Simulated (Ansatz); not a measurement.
`OCC(O)CF` and `OCCO` differ in one atom or group.

Ansatz, PBE0-D4/def2-TZVP geometries, multiplicity 1. Each molecule was computed in one conformer, which needn't be the lowest.

| property | `OCC(O)CF` |
| --- | --- |
| size of the dipole moment (PBE/def2-TZVPP) / D | 2.37 |
| size of the dipole moment (ωB97M-V/def2-TZVPP) / D | 2.49 |
| HOMO energy (PBE/def2-TZVPP) / eV | -6.26 |
| LUMO energy (PBE/def2-TZVPP) / eV | -0.15 |
| LUMO energy (PBE0/def2-TZVPP) / eV | 0.74 |
| HOMO–LUMO gap (PBE/def2-TZVPP) / eV | 6.11 |

Task: Give the same properties after the change, and the shifts. (Estimate.)

Result: The calculation gave: 
```json
{"property": "size of the dipole moment (PBE/def2-TZVPP) / D", "`OCCO`": "2.18", "shift": "-0.19"}
{"property": "size of the dipole moment (ωB97M-V/def2-TZVPP) / D", "`OCCO`": "2.30", "shift": "-0.19"}
{"property": "HOMO energy (PBE/def2-TZVPP) / eV", "`OCCO`": "-6.06", "shift": "0.20"}
{"property": "LUMO energy (PBE/def2-TZVPP) / eV", "`OCCO`": "-0.13", "shift": "0.02"}
{"property": "LUMO energy (PBE0/def2-TZVPP) / eV", "`OCCO`": "0.75", "shift": "0.01"}
{"property": "HOMO–LUMO gap (PBE/def2-TZVPP) / eV", "`OCCO`": "5.93", "shift": "-0.18"}
```

Dipoles are sizes alone; their direction can turn.

Positive LUMOs are unbound, so they and the gaps depend on the basis.
